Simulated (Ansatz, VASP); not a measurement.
One calculation of MnO, two programs

Contents of INCAR:

```
  ALGO = Normal
  EDIFF = 1E-6
  ENCUT = 520
  GGA = RE
  ISIF = 2
  ISMEAR = -1
  ISPIN = 2
  LASPH = T
  LCHARG = F
  LMAXMIX = 4
  LORBIT = 11
  LREAL = F
  LWAVE = F
  MAGMOM = 4 0
  NBANDS = 20
  NELM = 150
  PREC = Accurate
  SIGMA = 0.05
```

KPOINTS

```
k-points
0
Gamma
  10 10 10
```

The input POSCAR:

```
MnO
1.0
    0.0000000000      2.2239077028      2.2239077028
    2.2239077028      0.0000000000      2.2239077028
    2.2239077028      2.2239077028      0.0000000000
Mn O
1 1
Direct
    0.0000000000      0.0000000000      0.0000000000
    0.5000000000      0.5000000000      0.5000000000
```

File input.yaml:

```yaml
crystal:
  lattice:
    - [0.0, 2.2239077028, 2.2239077028]
    - [2.2239077028, 0.0, 2.2239077028]
    - [2.2239077028, 2.2239077028, 0.0]
  atoms:
    - { symbol: Mn, position: [0.0, 0.0, 0.0], spin: 4.0 }
    - { symbol: O, position: [0.5, 0.5, 0.5] }
kpoints:
  mp_grid: { grid: [10, 10, 10] }
  band_path:
    path:
      - [0.0, 0.0, 0.0]
      - [0.5, 0.0, 0.5]
      - [0.5, 0.25, 0.75]
      - [0.375, 0.375, 0.75]
      - [0.0, 0.0, 0.0]
      - [0.5, 0.5, 0.5]
      - [0.625, 0.25, 0.625]
      - [0.5, 0.25, 0.75]
    npoints: 6
scf:
  occupations: { method: fermi_dirac, width: 0.05 }
hamiltonian:
  xc: revpbe
  pseudopotentials: { kind: all_electron, lapw: { basis_error: 0.001 } }
magnetization:
  spin_polarized: true
output:
  forces: true
  stress: true
  eigenvalues: true
```

The cell is a database's computed one.

Alike in both runs: functional revPBE; k mesh 10 × 10 × 10; occupations fermi-dirac, width 0.05 eV; collinear spin.

|  | VASP | Ansatz |
| --- | --- | --- |
| version | VASP 6.6.1 | Ansatz 0.2.0 |
| potentials or method | VASP PAW PBE potentials, release 64 (Mn_pv, O) | all-electron LAPW, scalar-relativistic |
| plane-wave cutoff (eV) | 520 | see its input |
| task | single point | band structure |

VASP gave:

| Item | Value |
| --- | --- |
| gap on the k mesh at the Fermi level (eV) | none |
| pressure (GPa) | 4.3 |
| net moment per atom (μB) | 2.41 |
| size of the moment on the site where the two differ most (μB) | 0.20 |

Which values does Ansatz return?

gap on the k mesh at the Fermi level (eV): none; pressure (GPa): 4.2; net moment per atom (μB): 2.41; size of the moment on the site where the two differ most (μB): 0.23.

Site moments also hang on the region over which each program counts them. A gap of «none» marks a metal or a gap that the smearing closes. Ansatz ran all-electron here, so the differences hold the error of VASP's frozen core and of both bases.

Caveats: a cell with one magnetic atom can't hold antiferromagnetic order, which such compounds often take; semilocal functionals often make such compounds metallic where correlation or magnetic order opens a gap, which also shifts bond lengths; the PAW data sets were made with another functional, which shifts forces and pressure a little (VASP).
